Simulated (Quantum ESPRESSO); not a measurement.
## TePb: zone-centre phonons under several settings

```
CELL_PARAMETERS angstrom
0.00000 3.23100 3.23100
3.23100 0.00000 3.23100
3.23100 3.23100 0.00000
ATOMIC_POSITIONS crystal
Pb 0.00000 0.00000 0.00000
Te 0.50000 0.50000 0.50000
```

All runs used Quantum ESPRESSO 7.5; potentials GBRV 1.5 PBE; k mesh 4 × 4 × 4, shifted; no spin polarisation; cutoff 612 eV; occupations smeared at first, fixed for the response.

```tsv
level	geometry	volume (Å³/atom)	pressure (GPa)	lowest optical mode without the field (cm⁻¹)	sum of the Born charges (e)
PBE	relaxed at 0 GPa	35.31	0.0	25	0.18
PBE	relaxed at 5 GPa	?	5.0	?	?
PBE	relaxed at 10 GPa	29.70	10.0	87	-0.01
```

Question: What stands in the row left open?

Answer: Volume 31.90 Å³/atom; lowest optical mode without the field 66 cm⁻¹; sum of the Born charges 0.10 e.

Caveats: the cell is more than 3 GPa from zero pressure, which shifts response properties (some runs).

For the row left open. Caveat: the mesh is thin for the dielectric tensor, Born charges and intensities, which usually come out too large; the cell is more than 3 GPa from zero pressure, which shifts response properties; the Born charges break their sum rule by 0.10 e, a sign of too thin a mesh.
